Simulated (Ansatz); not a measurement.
How much do the gradients of TaSi2 depend on the method?

Cell: a structure deposited in the COD, whose atoms a relaxation with PBE at fixed cell left in place.

```cif
data_TaSi2
_symmetry_space_group_name_H-M 'P6_422'
_symmetry_Int_Tables_number 181
_cell_length_a 4.7839
_cell_length_b 4.7839
_cell_length_c 6.5700
_cell_angle_alpha 90.000
_cell_angle_beta 90.000
_cell_angle_gamma 120.000
loop_
_atom_site_label
_atom_site_type_symbol
_atom_site_symmetry_multiplicity
_atom_site_Wyckoff_symbol
_atom_site_fract_x
_atom_site_fract_y
_atom_site_fract_z
Ta Ta 3 c 0.5000 0.0000 0.0000
Si Si 6 i 0.1590 0.3179 0.0000
```

One atom of each set is listed.

First run. The numbers come from a DFT calculation in Ansatz (PBE, plane waves and PAW, scalar-relativistic, 420 eV cutoff, Γ-centred 11×11×7 k-points, Fermi–Dirac smearing 0.05 eV).

| site | V_zz (10²¹ V/m²) | η |
| --- | --- | --- |
| Ta | 6.53 | 0.81 |
| Si | -2.76 | 0.50 |

Second run. The same atoms and settings, except that the functional is LDA.

Problem. What does the second run give?

Solution. 

```csv
site,V_zz,η,change of V_zz
Ta,6.60,0.79,+0.07
Si,-2.82,0.50,-0.06
```

The largest change of V_zz is on Ta, from 6.53 to 6.60. In per cent, |V_zz| changes by +1 on Ta, +2 on Si (all sites that start above 2).

With no gap above 0.1 eV, as in a metal, the gradients converge slowly in k; expect changes of a tenth or more on a denser mesh. Without spin–orbit coupling the gradients at and beside Ta can be off by some per cent, at some sites by more.
For the first run: With these PAW files V_zz is typically within 2 to 3 % of all-electron values, but misses above 10 % occur on Ta.
For the second run: At this cell the LDA pressure is -6 GPa, so with LDA the cell would shrink if it were relaxed.
